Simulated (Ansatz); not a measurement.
Tc:

```
CELL_PARAMETERS angstrom
2.74000 0.00000 0.00000
-1.37000 2.37291 0.00000
0.00000 0.00000 4.39800
ATOMIC_POSITIONS crystal
Tc 0.66667 0.33333 0.75000
Tc 0.33333 0.66667 0.25000
```

Base run:

* Program: Ansatz 0.2.0
* Functional: PBEsol
* Potentials or basis: all-electron LAPW, scalar-relativistic
* Cutoff: 261 eV
* Density cutoff: 1044 eV
* Basis error allowed: 0.001 eV/atom
* k mesh: 11 × 11 × 6
* Occupations: fermi-dirac, width 0.05 eV
* Spin: no spin polarisation

Its results: pressure -6.6 GPa.

**Question.** The run is repeated on the same cell with these changes: potentials or basis from all-electron LAPW, scalar-relativistic to all-electron LAPW, non-relativistic. What comes out?

**Answer.** Pressure -1.3 GPa.

Caveats: relativity is left out, which matters for the heavier elements (some runs).

Not every run made on this cell is shown here.
